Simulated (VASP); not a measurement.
Input of a VASP 6.6.1 run:

INCAR

```
SYSTEM = BaTiO3
PREC = Accurate ; ENCUT = 600
EDIFF = 1E-6 ; ISMEAR = 0
SIGMA = 0.03 ; LREAL = .FALSE.
LASPH = .TRUE. ; NELM = 80
ALGO = Normal ; ISIF = 3
LWAVE = .FALSE. ; LCHARG = .FALSE.
GGA = PS ; IBRION = 2
NSW = 90 ; EDIFFG = -0.01
KPAR = 2
```

The input KPOINTS:

```
regular mesh
0
G
  8 8 8
  0 0 0
```

File POSCAR:

```
BaTiO3
1.0
    3.9998000000      0.0000000000      0.0000000000
    0.0000000000      3.9998000000      0.0000000000
    0.0000000000      0.0000000000      4.0180000000
Ba Ti O
1 1 3
Direct
    0.0000000000      0.0000000000      0.0000000000
    0.5000000000      0.5000000000      0.4900000000
    0.5000000000      0.5000000000      0.0190000000
    0.5000000000      0.0000000000      0.5170000000
    0.0000000000      0.5000000000      0.5170000000
```

Potentials or basis: VASP PAW PBE potentials, release 64 (Ba_sv, Ti_sv, O).

Command:

```bash
$ cat potpaw_PBE.64/Ba_sv/POTCAR potpaw_PBE.64/Ti_sv/POTCAR potpaw_PBE.64/O/POTCAR > POTCAR
$ mpirun -np 2 vasp_std > vasp.out
```

(1) Predict the space group after relaxing (to 0.05 Å).

(2) Predict the relaxed cell.

(3) Estimate the relaxed volume.

(4) What does it give for the band gap on the k mesh?

Results:

(1) P4mm (No. 99).

(2) a = 3.966 Å, b = 3.966 Å, c = 4.066 Å, α = 90.00°, β = 90.00°, γ = 90.00°.

(3) 12.79 Å³/atom.

(4) 1.76 eV, indirect (least direct gap 2.19 eV).

Caveat: the PAW data sets were made with another functional, which shifts forces and pressure a little; spin-orbit coupling is left out, which moves the levels of the heavy elements.
